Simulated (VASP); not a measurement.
# Ir in VASP: settings compared, part 2 of 2

VASP 6.6.1.

## 4. Relaxation of the atoms, rev-vdW-DF2

File INCAR:

```
AGGAC = 0.0
ALGO = Normal
DIPOL = 0.5 0.5 0.294
EDIFF = 1E-6
EDIFFG = -0.005
ENCUT = 520
GGA = MK
IBRION = 2
IDIPOL = 3
ISIF = 2
ISMEAR = -1
LASPH = True
LCHARG = False
LDIPOL = True
LREAL = False
LUSE_VDW = True
LWAVE = False
NELM = 80
NSW = 60
PARAM1 = 0.1234
PARAM2 = 0.711357
PREC = Accurate
SIGMA = 0.05
ZAB_VDW = -1.8867
```

File KPOINTS:

```
k-points
0
Gamma
  11 11 1
```

File POSCAR:

```
Ir
1.0
    2.4518400000      0.0000000000      0.0000000000
    0.0000000000      2.4518400000      0.0000000000
    0.0000000000      0.0000000000     23.8000000000
Ir
1
Selective dynamics
Direct
    0.0000000000      0.0000000000      0.2941200000  F F F
```

Potentials or basis: VASP PAW PBE potentials, release 64 (Ir).

Command:

```sh
$ cat potpaw_PBE.64/Ir/POTCAR > POTCAR
$ mpirun -np 1 vasp_std > vasp.out
```

OUTCAR:

```text
EDIFF = 1E-6
   EDIFFG = -0.005
   ENCUT = 520
   GGA = MK
   IBRION = 2
   ISIF = 2
   ISMEAR = -1
   LASPH = True
   LREAL = False
   NELM = 80
   NSW = 60
   PREC = Accurate

 ion  position               nearest neighbor table
   1  0.000  0.000  0.294-

  LATTYP: Found a simple tetragonal cell.
 ALAT       =     2.4518400000
 C/A-ratio  =     9.7069955625

  Lattice vectors:

 A1 = (   2.4518400000,   0.0000000000,   0.0000000000)
 A2 = (   0.0000000000,   2.4518400000,   0.0000000000)
 A3 = (   0.0000000000,   0.0000000000,  23.8000000000)

Analysis of symmetry for initial positions (statically):
=====================================================================
 Subroutine PRICEL returns:
 Original cell was already a primitive cell.

 Routine SETGRP: Setting up the symmetry group for a
 simple tetragonal supercell.

 Subroutine GETGRP returns: Found 16 space group operations
 (whereof  8 operations were pure point group operations)
 out of a pool of 16 trial point group operations.

The static configuration has the point symmetry C_4v.
 The point group associated with its full space group is D_4h.

Analysis of symmetry for dynamics (positions and initial velocities):
=====================================================================
 Subroutine PRICEL returns:
 Original cell was already a primitive cell.

 Routine SETGRP: Setting up the symmetry group for a
 simple tetragonal supercell.

 Subroutine GETGRP returns: Found 16 space group operations
 (whereof  8 operations were pure point group operations)
 out of a pool of 16 trial point group operations.

The dynamic configuration has the point symmetry C_4v.
 The point group associated with its full space group is D_4h.

Analysis of constrained symmetry for selective dynamics:
=====================================================================
 Subroutine PRICEL returns:
 Original cell was already a primitive cell.

[... 133 lines left out ...]
   LEPSILON=     F    determine dielectric tensor
   LRPA    =     F    only Hartree local field effects (RPA)
 conjugate gradient relaxation of ions
 non-spin polarized calculation
  energy-cutoff  :      520.00
  volume of cell :      143.07
 maximum number of plane-waves:      3933
   NGX =  9   NGY =  9   NGZ = 89

 number of electron       8.9999999 magnetization

 dipolmoment           0.000000      0.000000     -0.000012 electrons x Angstroem

 Free energy of the ion-electron system (eV)
  ---------------------------------------------------
  ext. energy  EPLUGINS =         0.00000000
  ---------------------------------------------------
  free energy    TOTEN  =        -4.47238443 eV

  energy without entropy =       -4.45684147  energy(sigma->0) =       -4.46461295

 E-fermi :  -4.6751     XC(G=0):  -2.3778

 val. band max:       -4.6915545917   @ k =   0.4545   0.2727   0.0000
 cond. band min:      -4.6568341105   @ k =   0.4545   0.3636   0.0000
 fundamental gap:      0.0347204812
 Fermi energy:        -4.6750943133

 k-point     1 :       0.0000    0.0000    0.0000
  band No.  band energies     occupation
      1     -12.4236      2.00000
      2     -11.0398      2.00000
      3      -7.2173      2.00000
      4      -3.9524      0.00000
      5      -3.9524      0.00000
      6      -3.5213      0.00000
      7      -2.5532      0.00000
      8       0.8455      0.00000
[... 210 lines left out ...]
 k-point    21 :       0.4545    0.4545    0.0000
  band No.  band energies     occupation
      1     -11.2059      2.00000
      2      -7.7129      2.00000
      3      -7.6547      2.00000
      4      -4.4042      0.00884
      5      -0.7943      0.00000
      6       2.8735      0.00000
      7       4.5248      0.00000
      8       7.7372      0.00000

------------------------ aborting loop because EDIFF is reached ----------------------------------------

 vacuum level on the upper side and lower side of the slab       (xc-potential included)        -0.032        -0.251

  FORCE on cell =-STRESS in cart. coord.  units (eV):
  Direction    XX          YY          ZZ          XY          YZ          ZX
  --------------------------------------------------------------------------------------
  -------------------------------------------------------------------------------------
  Total       -0.3258182     -0.3258182     -0.0062728      0.0000000     -0.0000000      0.0000000
  in kB       -3.6485866     -3.6485866     -0.0702447      0.0000000     -0.0000000      0.0000000
  external PRESSURE =      -2.4558060 kB  Pullay stress =       0.0000000 kB

 VOLUME and BASIS-vectors are now :
 -----------------------------------------------------------------------------
  energy-cutoff  :      520.00
  volume of cell :      143.07
      direct lattice vectors                 reciprocal lattice vectors
     2.451840000  0.000000000  0.000000000     0.407856956  0.000000000  0.000000000
     0.000000000  2.451840000  0.000000000     0.000000000  0.407856956  0.000000000
     0.000000000  0.000000000 23.800000000     0.000000000  0.000000000  0.042016807

 POSITION                                       TOTAL-FORCE (eV/Angst)
 -----------------------------------------------------------------------------------
      0.00000      0.00000      7.00006         0.000000      0.000000      0.000000
 -----------------------------------------------------------------------------------
    total drift:                               -0.000000      0.000000     -0.000140

  FREE ENERGIE OF THE ION-ELECTRON SYSTEM (eV)
  ---------------------------------------------------
  free  energy   TOTEN  =        -4.4723844262 eV

  energy  without entropy=       -4.4568414657  energy(sigma->0) =       -4.46461295

Total vdW correction in eV:      1.7598331

 reached required accuracy - stopping structural energy minimisation

 vacuum level on the upper side and lower side of the slab         1.225         1.105
```

OSZICAR:

```text
N       E                     dE             d eps       ncg     rms          rms(c)
DAV:   1     0.656476188828E+02    0.65648E+02   -0.27867E+03   336   0.738E+02
DAV:   2    -0.217077099098E+01   -0.67818E+02   -0.59724E+02   512   0.167E+02
DAV:   3    -0.489994094361E+01   -0.27292E+01   -0.25968E+01   456   0.402E+01
DAV:   4    -0.492052932208E+01   -0.20588E-01   -0.20263E-01   424   0.432E+00
DAV:   5    -0.492078054121E+01   -0.25122E-03   -0.25103E-03   472   0.357E-01    0.965E+00
DAV:   6    -0.450842863506E+01    0.41235E+00   -0.16918E+00   568   0.145E+01    0.448E+00
DAV:   7    -0.447604562161E+01    0.32383E-01   -0.80407E-02   592   0.309E+00    0.159E+00
DAV:   8    -0.447212097676E+01    0.39246E-02   -0.58850E-03   528   0.975E-01    0.732E-02
DAV:   9    -0.447217320735E+01   -0.52231E-04   -0.12633E-04   568   0.114E-01    0.255E-02
DAV:  10    -0.447228823429E+01   -0.11503E-03   -0.40340E-05   488   0.403E-02    0.560E-03
DAV:  11    -0.447230998723E+01   -0.21753E-04   -0.34021E-06   472   0.123E-02    0.345E-03
DAV:  12    -0.447233461054E+01   -0.24623E-04   -0.36228E-06   440   0.956E-03    0.282E-03
DAV:  13    -0.447237634082E+01   -0.41730E-04   -0.22807E-05   368   0.164E-02    0.116E-03
DAV:  14    -0.447238123098E+01   -0.48902E-05   -0.15431E-06   424   0.622E-03    0.671E-04
DAV:  15    -0.447238344784E+01   -0.22169E-05   -0.11965E-07   352   0.187E-03    0.346E-04
DAV:  16    -0.447238442622E+01   -0.97838E-06   -0.33328E-08   344   0.789E-04
   1 F= -.44723844E+01 E0= -.44646129E+01  d E =-.447238E+01
```

Wall time 58 s (1 thread of AMD EPYC 9R45 (Zen 5), shared host); peak memory 0.51 GiB.

Results:

| Property | Result |
| --- | --- |
| Free energy | -4.4724 eV |
| Band gap on the k mesh | none (metal or under the smearing width) |

Final structure:
```yaml
crystal:
  lattice:
    - [2.45184, 0.00000, 0.00000]
    - [0.00000, 2.45184, 0.00000]
    - [0.00000, 0.00000, 23.80000]
  atoms:
    - { symbol: Ir, position: [0.00000, 0.00000, 0.29412] }
```

Levels at points of the mesh, in eV from the Fermi level:
| k point | band 2 | band 3 | band 4 | band 5 | band 6 | band 7 |
| --- | --- | --- | --- | --- | --- | --- |
| (0.00, 0.00, 0.00) | -6.36 | -2.54 | 0.72 | 0.72 | 1.15 | 2.12 |

Caveat: the relaxation stopped at its first step, so nothing moved; the PAW data sets were made with another functional, which shifts forces and pressure a little.

## 5. Relaxation of the atoms, BEEF-vdW

File INCAR:

```
SYSTEM = Ir
PREC = Accurate
ENCUT = 520
EDIFF = 1E-6
ISMEAR = 0
SIGMA = 0.05
LREAL = .False.
LASPH = .True.
NELM = 100
ALGO = Normal
ISIF = 2
LWAVE = .False.
LCHARG = .False.
LDIPOL = .True.
IDIPOL = 3
DIPOL = 0.5 0.5 0.294
GGA = BF
LUSE_VDW = .True.
ZAB_VDW = -1.8867
IBRION = 2
NSW = 60
EDIFFG = -0.02
```

File KPOINTS:

```
Automatic mesh
0
Gamma
  11 11 1
  0 0 0
```

POSCAR is that of step 4.

Command:

```sh
$ cat potpaw_PBE.64/Ir/POTCAR > POTCAR
$ mpirun -np 1 vasp_std > vasp.out
```

It took 58 s on 1 thread of AMD EPYC 9R45 (Zen 5), shared host; peak memory 0.51 GiB.

The run converged. Its results:

| Quantity | Value |
| --- | --- |
| Free energy | -3.7198 eV |
| Band gap on the k mesh | none (metal or under the smearing width) |

Final structure:
```yaml
crystal:
  lattice:
    - [2.45184, 0.00000, 0.00000]
    - [0.00000, 2.45184, 0.00000]
    - [0.00000, 0.00000, 23.80000]
  atoms:
    - { symbol: Ir, position: [0.00000, 0.00000, 0.29412] }
```

Levels at points of the mesh, in eV from the Fermi level:
| k point | band 1 | band 2 | band 3 | band 4 | band 5 | band 6 | band 7 | band 8 |
| --- | --- | --- | --- | --- | --- | --- | --- | --- |
| (0.00, 0.00, 0.00) | -7.58 | -6.29 | -2.50 | 0.70 | 0.70 | 1.24 | 2.07 | 5.29 |

Caveat: the relaxation stopped at its first step, so nothing moved; the PAW data sets were made with another functional, which shifts forces and pressure a little. The run has no spin-orbit coupling, so splittings on Ir are missing.

## 6. Relaxation of the atoms, PBE+D3

File INCAR:

```
ALGO = Fast ; DIPOL = 0.5 0.5 0.294
EDIFF = 1E-6 ; EDIFFG = -0.005
ENCUT = 520 ; GGA = PE
IBRION = 2 ; IDIPOL = 3
ISIF = 2 ; ISMEAR = 0
IVDW = 11 ; LASPH = T
LCHARG = F ; LDIPOL = T
LREAL = F ; LWAVE = F
NELM = 60 ; NSW = 60
PREC = Accurate ; SIGMA = 0.05
```

File KPOINTS:

```
k-points
0
Gamma
  11 11 1
```

POSCAR is that of step 5.

Potentials or basis: VASP PAW PBE potentials, release 64 (Ir).

Command:

```sh
$ cat potpaw_PBE.64/Ir/POTCAR > POTCAR
$ mpirun -np 1 vasp_std > vasp.out
```

OUTCAR:

```text
EDIFF = 1E-6
   EDIFFG = -0.005
   ENCUT = 520
   GGA = PE
   IBRION = 2
   ISIF = 2
   ISMEAR = 0
   IVDW = 11
   LASPH = T
   LREAL = F
   NELM = 60
   NSW = 60
   PREC = Accurate
 IVDW          = 11

 ion  position               nearest neighbor table
   1  0.000  0.000  0.294-

  LATTYP: Found a simple tetragonal cell.
 ALAT       =     2.4518400000
 C/A-ratio  =     9.7069955625

  Lattice vectors:

 A1 = (   2.4518400000,   0.0000000000,   0.0000000000)
 A2 = (   0.0000000000,   2.4518400000,   0.0000000000)
 A3 = (   0.0000000000,   0.0000000000,  23.8000000000)

Analysis of symmetry for initial positions (statically):
=====================================================================
 Subroutine PRICEL returns:
 Original cell was already a primitive cell.

 Routine SETGRP: Setting up the symmetry group for a
 simple tetragonal supercell.

 Subroutine GETGRP returns: Found 16 space group operations
 (whereof  8 operations were pure point group operations)
 out of a pool of 16 trial point group operations.

The static configuration has the point symmetry C_4v.
 The point group associated with its full space group is D_4h.

Analysis of symmetry for dynamics (positions and initial velocities):
=====================================================================
 Subroutine PRICEL returns:
 Original cell was already a primitive cell.

 Routine SETGRP: Setting up the symmetry group for a
 simple tetragonal supercell.

 Subroutine GETGRP returns: Found 16 space group operations
 (whereof  8 operations were pure point group operations)
 out of a pool of 16 trial point group operations.

The dynamic configuration has the point symmetry C_4v.
 The point group associated with its full space group is D_4h.

Analysis of constrained symmetry for selective dynamics:
=====================================================================
 Subroutine PRICEL returns:
 Original cell was already a primitive cell.

 Routine SETGRP: Setting up the symmetry group for a
[... 131 lines left out ...]
   LRPA    =     F    only Hartree local field effects (RPA)
 conjugate gradient relaxation of ions
 non-spin polarized calculation
 RMM-DIIS sequential band-by-band and
 Gauss-broadening in eV      SIGMA  =   0.05
  energy-cutoff  :      520.00
  volume of cell :      143.07
 maximum number of plane-waves:      3933
   NGX =  9   NGY =  9   NGZ = 89

 number of electron       8.9999999 magnetization

 dipolmoment           0.000000      0.000000     -0.000021 electrons x Angstroem

 Free energy of the ion-electron system (eV)
  ---------------------------------------------------
  ext. energy  EPLUGINS =         0.00000000
  ---------------------------------------------------
  free energy    TOTEN  =        -6.80080745 eV

  energy without entropy =       -6.79654477  energy(sigma->0) =       -6.79867611

 E-fermi :  -4.4672     XC(G=0):  -2.1913

 val. band max:       -4.4844152288   @ k =   0.4545   0.2727   0.0000
 cond. band min:      -4.4550726542   @ k =   0.4545   0.3636   0.0000
 fundamental gap:      0.0293425746
 Fermi energy:        -4.4672392260

 k-point     1 :       0.0000    0.0000    0.0000
  band No.  band energies     occupation
      1     -12.2619      2.00000
      2     -10.8534      2.00000
      3      -6.9998      2.00000
      4      -3.7510      0.00000
      5      -3.7510      0.00000
      6      -3.2464      0.00000
      7      -2.3374      0.00000
      8       1.2610      0.00000
[... 210 lines left out ...]
 k-point    21 :       0.4545    0.4545    0.0000
  band No.  band energies     occupation
      1     -11.0396      2.00000
      2      -7.5245      2.00000
      3      -7.4659      2.00000
      4      -4.2017      0.00000
      5      -0.5807      0.00000
      6       3.0541      0.00000
      7       4.7069      0.00000
      8       7.9552      0.00000

------------------------ aborting loop because EDIFF is reached ----------------------------------------

 vacuum level on the upper side and lower side of the slab       (xc-potential included)        -0.343        -0.286

 Edisp (eV)   -0.16883

 E8    (eV) :    -0.1132

  FORCE on cell =-STRESS in cart. coord.  units (eV):
  Direction    XX          YY          ZZ          XY          YZ          ZX
  --------------------------------------------------------------------------------------
  -------------------------------------------------------------------------------------
  Total      -0.17973    -0.17973    -0.00852     0.00000     0.00000    -0.00000
  in kB      -2.01266    -2.01266    -0.09542     0.00000     0.00000    -0.00000
  external pressure =       -1.37 kB  Pullay stress =        0.00 kB

 VOLUME and BASIS-vectors are now :
 -----------------------------------------------------------------------------
  energy-cutoff  :      520.00
  volume of cell :      143.07
      direct lattice vectors                 reciprocal lattice vectors
     2.451840000  0.000000000  0.000000000     0.407856956  0.000000000  0.000000000
     0.000000000  2.451840000  0.000000000     0.000000000  0.407856956  0.000000000
     0.000000000  0.000000000 23.800000000     0.000000000  0.000000000  0.042016807

 POSITION                                       TOTAL-FORCE (eV/Angst)
 -----------------------------------------------------------------------------------
      0.00000      0.00000      7.00006         0.000000     -0.000000      0.000000
 -----------------------------------------------------------------------------------
    total drift:                               -0.000000      0.000000     -0.000242

  FREE ENERGIE OF THE ION-ELECTRON SYSTEM (eV)
  ---------------------------------------------------
  free  energy   TOTEN  =        -6.9696331925 eV

  energy  without entropy=       -6.9653705121  energy(sigma->0) =       -6.96750185

 reached required accuracy - stopping structural energy minimisation

 vacuum level on the upper side and lower side of the slab         1.317         1.351
```

Wall time 11 s (1 thread of AMD EPYC 9R45 (Zen 5), shared host); peak memory 0.2 GiB.

What came out:

| Property | Result |
| --- | --- |
| Free energy | -6.9696 eV |
| Band gap on the k mesh | none (metal or under the smearing width) |
| Dispersion energy per atom | -0.169 eV |

Final structure:
```xyz
1
Lattice="2.4518 0.0000 0.0000 0.0000 2.4518 0.0000 0.0000 0.0000 23.8000" Properties=species:S:1:pos:R:3 pbc="T T T"
Ir    0.0000    0.0000    7.0001
```

Caveat: the relaxation stopped at its first step, so nothing moved.

## 7. The reference run

An earlier run on the cell as given: functional PBE; potentials or basis VASP PAW PBE potentials, release 64 (Ir); cutoff 520 eV; k mesh 11 × 11 × 1; occupations fermi-dirac, width 0.05 eV; no spin polarisation.

* Band gap on the k mesh: none (metal or under the smearing width)

## 8. Overview

| task | level | cell | smearing | atoms held fixed (from 0) | gap on the mesh (eV) |
| --- | --- | --- | --- | --- | --- |
| relaxation of the atoms | optB88-vdW | atoms relaxed | fermi-dirac 0.05 eV | [0] | none |
| relaxation of the atoms | vdW-DF-cx | atoms relaxed | fermi-dirac 0.05 eV | [0] | none |
| relaxation of the atoms | rev-vdW-DF2 | atoms relaxed | fermi-dirac 0.05 eV | [0] | none |
| relaxation of the atoms | BEEF-vdW | atoms relaxed | gaussian 0.05 eV | [0] | none |
| relaxation of the atoms | PBE+D3 | atoms relaxed | gaussian 0.05 eV | [0] | none |
| single point | PBE | as given | fermi-dirac 0.05 eV | - | none |

Alike in all rows: potentials or basis VASP PAW PBE potentials, release 64 (Ir); no spin polarisation; k mesh 11 × 11 × 1; cutoff (eV) 520.

Caveats: the relaxation stopped at its first step, so nothing moved (some runs); the PAW data sets were made with another functional, which shifts forces and pressure a little (some runs).

Total energies depend on the potentials used, so only differences within one code and one set of settings carry meaning.
